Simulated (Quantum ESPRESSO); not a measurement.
# Ir (P6_3/mmc) in Quantum ESPRESSO: single point with PBE

Aim: the single point of Ir with PBE.

All numbers are computed with Quantum ESPRESSO 7.5; they aren't measurements. Logs are shortened: lines on timing, memory, paths and dates and some standing lists are left out, and cuts for length are marked.

## 1. The crystal as given

Symmetry: P6_3/mmc, No. 194, hexagonal system. Conventional cell: a = 2.751 Å, b = 2.751 Å, c = 4.462 Å, α = 90.00°, β = 90.00°, γ = 120.00°. Around Ir (site symmetry -6m2) lie 12 Ir at 2.74 to 2.75 Å.

This isn't the form of Ir at room conditions, which is fcc.

## 2. Single point, PBE

run.py reads:

```python
import numpy as np
from ase.calculators.espresso import Espresso, EspressoProfile
from ase.io import read

atoms = read('POSCAR')

input_data = {
    'control': {'calculation': 'scf', 'prefix': 'pwscf', 'outdir': './tmp', 'tprnfor': True, 'tstress': True, 'disk_io': 'nowf'},
    'system': {'ecutwfc': 55.0, 'ecutrho': 440.0, 'nbnd': 22, 'occupations': 'smearing', 'smearing': 'fd', 'degauss': 0.00367493},
    'electrons': {'conv_thr': 4e-10, 'electron_maxstep': 120, 'mixing_beta': 0.5},
}
pseudopotentials = {'Ir': 'Ir_pbe_v1.2.uspp.F.UPF'}
profile = EspressoProfile(command='pw.x', pseudo_dir='pseudo')
dft = Espresso(profile=profile, input_data=input_data, pseudopotentials=pseudopotentials, kpts=(11, 11, 6), koffset=(0, 0, 0))
atoms.calc = dft

print(f'energy {atoms.get_potential_energy():.8f} eV')
print('forces (eV/A)')
print(np.round(atoms.get_forces(), 6))
print('stress (eV/A^3, Voigt)')
print(np.round(atoms.get_stress(), 8))
print(f'Fermi level {dft.get_fermi_level():.4f} eV')
```

POSCAR reads:

```
Ir
1.0
    2.7513778946      0.0000000000      0.0000000000
   -1.3756889473      2.3827631521      0.0000000000
    0.0000000000      0.0000000000      4.4622900000
Ir
2
Direct
    0.3333333333      0.6666666667      0.2500000000
    0.6666666667      0.3333333333      0.7500000000
```

Potentials or basis: SSSP 1.3 efficiency PBE.

The run is started by

```bash
$ OMP_NUM_THREADS=1 python run.py
```

What it wrote:

```text
energy -4946.35586188 eV
forces (eV/A)
[[-0. -0.  0.]
 [ 0.  0.  0.]]
stress (eV/A^3, Voigt)
[ 0.01230331  0.01230331  0.01489986  0.         -0.         -0.        ]
Fermi level 23.9824 eV
```

espresso.pwi:

```text
&CONTROL
   calculation      = 'scf'
   tstress          = .true.
   tprnfor          = .true.
   outdir           = './tmp'
   prefix           = 'pwscf'
   disk_io          = 'nowf'
   pseudo_dir       = 'pseudo'
/
&SYSTEM
   nbnd             = 22
   ecutwfc          = 55.0
   ecutrho          = 440.0
   occupations      = 'smearing'
   degauss          = 0.00367493
   smearing         = 'fd'
   ntyp             = 1
   nat              = 2
   ibrav            = 0
/
&ELECTRONS
   electron_maxstep = 120
   conv_thr         = 4e-10
   mixing_beta      = 0.5
/
&IONS
/
&CELL
/
&FCP
/
&RISM
/
ATOMIC_SPECIES
Ir 192.217 Ir_pbe_v1.2.uspp.F.UPF

K_POINTS automatic
11 11 6  0 0 0

CELL_PARAMETERS angstrom
2.75137789460000 0.00000000000000 0.00000000000000
-1.37568894730000 2.38276315210000 0.00000000000000
0.00000000000000 0.00000000000000 4.46229000000000

ATOMIC_POSITIONS angstrom
Ir -0.0000000001 1.5885087681 1.1155725000  
Ir 1.3756889474 0.7942543840 3.3467175000
```

espresso.pwo:

```text
This program is part of the open-source Quantum ESPRESSO suite
     for quantum simulation of materials; please cite
         "P. Giannozzi et al., J. Phys.:Condens. Matter 21 395502 (2009);
         "P. Giannozzi et al., J. Phys.:Condens. Matter 29 465901 (2017);
         "P. Giannozzi et al., J. Chem. Phys. 152 154105 (2020);
     in publications or presentations arising from this work. More details at

Warning: card &CELL ignored
Warning: card &FCP ignored
Warning: card &RISM ignored

     Message from routine setup:
     using ibrav=0 with symmetry is DISCOURAGED, use correct ibrav instead

     G-vector sticks info
     --------------------
     sticks:   dense  smooth     PW     G-vecs:    dense   smooth      PW
     Sum         823     421    121                30723    10863    1871

     Using Slab Decomposition

     bravais-lattice index     =            0
     lattice parameter (alat)  =       5.1994  a.u.
     unit-cell volume          =     197.4174 (a.u.)^3
     number of atoms/cell      =            2
     number of atomic types    =            1
     number of electrons       =        30.00
     number of Kohn-Sham states=           22
     kinetic-energy cutoff     =      55.0000  Ry
     charge density cutoff     =     440.0000  Ry
     scf convergence threshold =      4.0E-10
     mixing beta               =       0.5000
     number of iterations used =            8  plain     mixing
     Exchange-correlation= SLA  PW   PBE  PBE
                           (   1   4   3   4   0   0   0)

     celldm(1)=   5.199351  celldm(2)=   0.000000  celldm(3)=   0.000000
     celldm(4)=   0.000000  celldm(5)=   0.000000  celldm(6)=   0.000000

     crystal axes: (cart. coord. in units of alat)
               a(1) = (   1.000000   0.000000   0.000000 )
               a(2) = (  -0.500000   0.866025   0.000000 )
               a(3) = (   0.000000   0.000000   1.621838 )

     reciprocal axes: (cart. coord. in units 2 pi/alat)
               b(1) = (  1.000000  0.577350 -0.000000 )
               b(2) = (  0.000000  1.154701  0.000000 )
               b(3) = (  0.000000 -0.000000  0.616584 )

     PseudoPot. # 1 for Ir read from file:
     Ir_pbe_v1.2.uspp.F.UPF
     Pseudo is Ultrasoft + core correction, Zval = 15.0
     Generated by new atomic code, or converted to UPF format
     Using radial grid of  983 points,  7 beta functions with:
                l(1) =   0
                l(2) =   0
                l(3) =   1
                l(4) =   1
                l(5) =   1
                l(6) =   2
                l(7) =   2
     Q(r) pseudized with  8 coefficients,  rinner =    1.400   1.400   1.400
                                                       1.400   1.400

     atomic species   valence    mass     pseudopotential
     Ir               15.00   192.21700     Ir( 1.00)

     24 Sym. Ops., with inversion, found (12 have fractional translation)

   Cartesian axes

     site n.     atom                  positions (alat units)
         1        Ir     tau(   1) = (  -0.0000000   0.5773503   0.4054596  )
         2        Ir     tau(   2) = (   0.5000000   0.2886751   1.2163787  )

     number of k points=    64  Fermi-Dirac smearing, width (Ry)=  0.0037
                       cart. coord. in units 2pi/alat
        k(    1) = (   0.0000000   0.0000000   0.0000000), wk =   0.0027548
        k(    2) = (   0.0000000   0.0000000   0.1027640), wk =   0.0055096
        k(    3) = (   0.0000000   0.0000000   0.2055281), wk =   0.0055096
        k(    4) = (   0.0000000   0.0000000  -0.3082921), wk =   0.0027548
        k(    5) = (   0.0000000   0.1049728   0.0000000), wk =   0.0165289
        k(    6) = (   0.0000000   0.1049728   0.1027640), wk =   0.0330579
[... 56 lines left out ...]
        k(   63) = (   0.2727273   0.5773503   0.2055281), wk =   0.0330579
        k(   64) = (   0.2727273   0.5773503  -0.3082921), wk =   0.0165289

     Dense  grid:    30723 G-vectors     FFT dimensions: (  36,  36,  60)

     Smooth grid:    10863 G-vectors     FFT dimensions: (  25,  25,  40)

     Initial potential from superposition of free atoms

     starting charge      28.9999, renormalised to      30.0000

     negative rho (up, down):  7.514E-01 0.000E+00
     Starting wfcs are   24 randomized atomic wfcs

     Self-consistent Calculation

     iteration #  1     ecut=    55.00 Ry     beta= 0.50
     Davidson diagonalization with overlap
     ethr =  1.00E-02,  avg # of iterations =  4.5

     negative rho (up, down):  6.570E-01 0.000E+00

     total energy              =    -363.32359323 Ry
     estimated scf accuracy    <       1.34214559 Ry

     iteration #  2     ecut=    55.00 Ry     beta= 0.50
     Davidson diagonalization with overlap
     ethr =  4.47E-03,  avg # of iterations =  2.0

     negative rho (up, down):  6.421E-01 0.000E+00

     total energy              =    -363.54837450 Ry
     estimated scf accuracy    <       0.01093469 Ry

     iteration #  3     ecut=    55.00 Ry     beta= 0.50
     Davidson diagonalization with overlap
     ethr =  3.64E-05,  avg # of iterations =  7.2

     negative rho (up, down):  6.367E-01 0.000E+00

     total energy              =    -363.55029433 Ry
     estimated scf accuracy    <       0.00141890 Ry

     iteration #  4     ecut=    55.00 Ry     beta= 0.50
     Davidson diagonalization with overlap
     ethr =  4.73E-06,  avg # of iterations =  4.2

     negative rho (up, down):  6.359E-01 0.000E+00

     total energy              =    -363.55044639 Ry
     estimated scf accuracy    <       0.00011672 Ry

     iteration #  5     ecut=    55.00 Ry     beta= 0.50
     Davidson diagonalization with overlap
     ethr =  3.89E-07,  avg # of iterations =  4.3

     negative rho (up, down):  6.366E-01 0.000E+00

     total energy              =    -363.55047901 Ry
     estimated scf accuracy    <       0.00001774 Ry

     iteration #  6     ecut=    55.00 Ry     beta= 0.50
     Davidson diagonalization with overlap
     ethr =  5.91E-08,  avg # of iterations =  2.3

     negative rho (up, down):  6.366E-01 0.000E+00

     total energy              =    -363.55048205 Ry
     estimated scf accuracy    <       0.00000008 Ry

     iteration #  7     ecut=    55.00 Ry     beta= 0.50
     Davidson diagonalization with overlap
     ethr =  2.83E-10,  avg # of iterations =  2.5

     negative rho (up, down):  6.366E-01 0.000E+00

     total energy              =    -363.55048212 Ry
     estimated scf accuracy    <          1.2E-09 Ry

     iteration #  8     ecut=    55.00 Ry     beta= 0.50
     Davidson diagonalization with overlap
     ethr =  3.97E-12,  avg # of iterations =  2.8

     negative rho (up, down):  6.366E-01 0.000E+00

     End of self-consistent calculation

          k = 0.0000 0.0000 0.0000 (  1363 PWs)   bands (ev):

   -26.0870 -25.4634 -25.4634 -25.3739 -25.3598 -25.3598  13.1971  16.1923
    20.2449  20.3473  20.3473  20.9698  20.9698  21.7272  21.7272  23.3124
    24.2504  24.2504  30.8407  34.5509  34.5539  37.7896

          k = 0.0000 0.0000 0.1028 (  1358 PWs)   bands (ev):

   -26.0409 -25.4564 -25.4564 -25.4236 -25.3668 -25.3668  13.4989  16.2023
    20.1103  20.2311  20.2311  20.8212  20.8212  22.0739  22.0739  22.2739
    24.2338  24.2338  32.3346  34.5506  34.5555  37.2845

          k = 0.0000 0.0000 0.2055 (  1352 PWs)   bands (ev):

   -25.9141 -25.5574 -25.4376 -25.4376 -25.3858 -25.3858  14.3286  16.0652
    19.8279  20.1327  20.1327  20.5035  20.5035  20.6211  22.8004  22.8004
    24.0469  24.0469  34.5424  34.5508  35.4148  36.9872

          k = 0.0000 0.0000-0.3083 (  1364 PWs)   bands (ev):

   -25.7377 -25.7377 -25.4117 -25.4117 -25.4117 -25.4117  15.3844  15.3844
    19.7885  19.7885  20.2299  20.2299  20.2299  20.2299  23.5406  23.5406
    23.5406  23.5406  34.5496  34.5496  37.1966  37.1966

          k = 0.0000 0.1050 0.0000 (  1357 PWs)   bands (ev):

   -26.0689 -25.5049 -25.4768 -25.4032 -25.3816 -25.3668  13.5095  16.4648
    19.8303  20.6051  20.6801  20.8344  21.2105  21.3165  21.5406  22.1503
    24.3580  25.9152  30.7945  34.5507  34.5541  38.3394

          k = 0.0000 0.1050 0.1028 (  1355 PWs)   bands (ev):

   -26.0259 -25.4968 -25.4695 -25.4500 -25.3890 -25.3741  13.8040  16.4869
    19.8409  20.3189  20.4496  20.4706  21.0463  21.5570  21.9495  22.0652
    24.3134  25.2395  32.3636  34.5508  34.5554  37.8398

          k = 0.0000 0.1050 0.2055 (  1355 PWs)   bands (ev):

   -25.9076 -25.5755 -25.4737 -25.4494 -25.4116 -25.3943  14.6183  16.3698
    19.7582  19.7856  19.9575  20.3355  20.7213  20.8530  22.7193  22.8042
    24.0647  24.4339  34.5425  34.5506  35.3963  37.5124

          k = 0.0000 0.1050-0.3083 (  1348 PWs)   bands (ev):

   -25.7430 -25.7430 -25.4426 -25.4426 -25.4219 -25.4219  15.6747  15.6747
    19.4542  19.4542  20.2632  20.2632  20.4388  20.4388  23.4998  23.4998
    23.6672  23.6672  34.5498  34.5498  37.5025  37.5025
[... 307 lines left out ...]
          k = 0.2727 0.4724-0.3083 (  1362 PWs)   bands (ev):

   -25.9491 -25.9491 -25.7175 -25.7175 -25.5054 -25.5054  17.6130  17.6130
    19.0629  19.0629  20.0185  20.0185  21.5882  21.5882  24.5950  24.5950
    28.6029  28.6029  32.8578  32.8578  34.5583  34.5583

          k = 0.2727 0.5774 0.0000 (  1364 PWs)   bands (ev):

   -25.8957 -25.7893 -25.7682 -25.6936 -25.6430 -25.6211  17.4888  18.2080
    18.3062  19.2558  19.8461  20.1393  21.6129  23.7740  24.2315  24.3220
    28.3301  28.3675  30.3140  34.5492  34.5504  35.4273

          k = 0.2727 0.5774 0.1028 (  1371 PWs)   bands (ev):

   -25.9021 -25.8373 -25.8103 -25.6654 -25.6239 -25.5702  17.5574  18.2544
    18.3374  18.9889  19.8871  20.2409  21.5948  23.6798  23.8659  24.3684
    28.5866  28.6633  31.0054  34.5316  34.5360  34.7155

          k = 0.2727 0.5774 0.2055 (  1372 PWs)   bands (ev):

   -25.9334 -25.9066 -25.8018 -25.7051 -25.5437 -25.5151  17.6335  18.1551
    18.5932  18.8291  19.8984  20.2784  21.6048  22.5278  24.0938  24.4801
    29.2851  29.6178  32.1032  33.1841  33.1993  34.5564

          k = 0.2727 0.5774-0.3083 (  1364 PWs)   bands (ev):

   -25.9427 -25.9427 -25.7559 -25.7559 -25.5033 -25.5033  17.8036  17.8036
    18.9081  18.9081  20.0326  20.0326  21.7989  21.7989  24.3484  24.3484
    30.2786  30.2786  31.7190  31.7190  34.3427  34.3427

     the Fermi energy is    23.9824 ev

!    total energy              =    -363.55048213 Ry
     estimated scf accuracy    <          8.9E-12 Ry
     smearing contrib. (-TS)   =      -0.00190778 Ry
     internal energy E=F+TS    =    -363.54857434 Ry

     The total energy is F=E-TS. E is the sum of the following terms:
     one-electron contribution =     -17.92972652 Ry
     hartree contribution      =      36.38541878 Ry
     xc contribution           =    -100.78468936 Ry
     ewald contribution        =    -281.21957724 Ry

     convergence has been achieved in   8 iterations

     negative rho (up, down):  6.366E-01 0.000E+00

     Forces acting on atoms (cartesian axes, Ry/au):

     atom    1 type  1   force =    -0.00000000   -0.00000000    0.00000000
     atom    2 type  1   force =     0.00000000    0.00000000    0.00000000

     Total force =     0.000000     Total SCF correction =     0.000000

     Computing stress (Cartesian axis) and pressure

     negative rho (up, down):  6.366E-01 0.000E+00
          total   stress  (Ry/bohr**3)                   (kbar)     P=      -21.10
  -0.00013400   0.00000000   0.00000000          -19.71        0.00        0.00
   0.00000000  -0.00013400  -0.00000000            0.00      -19.71       -0.00
   0.00000000   0.00000000  -0.00016228            0.00        0.00      -23.87

=------------------------------------------------------------------------------=
   JOB DONE.
=------------------------------------------------------------------------------=
```

It took 45 s on 1 thread of Arm Neoverse N1, shared host; peak memory 0.19 GiB.

What came out:

```
Free energy            : -4946.3563 eV
Pressure               : -2.1 GPa
Band gap on the k mesh : none (metal or under the smearing width)
```

Spin-orbit coupling is left out, which matters for the levels of Ir.

## 3. For comparison

An earlier run on the cell as given: functional PBE; potentials or basis SSSP 1.3 efficiency PBE; cutoff 748 eV; density cutoff 5987 eV; k mesh 11 × 11 × 6; occupations fermi-dirac, width 0.05 eV; no spin polarisation.

- Pressure: -2.1 GPa
- Band gap on the k mesh: none (metal or under the smearing width)
